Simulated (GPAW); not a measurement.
## CdO (Monteponite): band structure with PBE

Crystal: CdO (Monteponite).

```xyz
2
Lattice="0.0000 2.3495 2.3495 2.3495 0.0000 2.3495 2.3495 2.3495 0.0000" Properties=species:S:1:pos:R:3 pbc="T T T"
Cd    0.0000    0.0000    0.0000
O     2.3495    2.3495    2.3495
```

| Property | Result |
| --- | --- |
| Program | GPAW 26.7.0 |
| Task | band structure |
| Functional | PBE |
| Potentials or basis | GPAW PAW data sets (gpaw-data 1.2.1) |
| Cutoff | 800 eV |
| Basis | pw |
| k mesh | 10 × 10 × 10 |
| Occupations | fermi-dirac, width 0.05 eV |
| Spin | no spin polarisation |
| Maxiter | 150 |
| Band path | GXWKGLUWLK,UX |
| Band points | 60 |

| Item | Value |
| --- | --- |
| Pressure | 5.5 GPa |
| Band gap along the path | none (metal or under the smearing width) |

Levels at the corners of the path, in eV from the Fermi level:
```tsv
point	band 6	band 7	band 8	band 9	band 10
Γ	-6.52	-1.56	-1.56	-1.56	-0.59
X	-5.81	-4.53	-2.53	-2.53	3.72
W	-5.91	-3.18	-3.18	-2.04	5.84
K	-6.11	-3.58	-3.05	-1.44	5.26
Γ	-6.52	-1.56	-1.56	-1.56	-0.59
L	-6.25	-3.96	-0.16	-0.16	4.23
U	-6.11	-3.58	-3.05	-1.44	5.26
W	-5.91	-3.18	-3.18	-2.04	5.84
L	-6.25	-3.96	-0.16	-0.16	4.23
K	-6.11	-3.58	-3.05	-1.44	5.26
U	-6.11	-3.58	-3.05	-1.44	5.26
X	-5.81	-4.53	-2.53	-2.53	3.72
```

Run time: 48 s on 1 thread of Arm Neoverse V1 (shared host), peak memory 0.25 GiB.

Caveat: this crystal is a semiconductor, whose small gap the functional closes, so the metal is an error of the method.
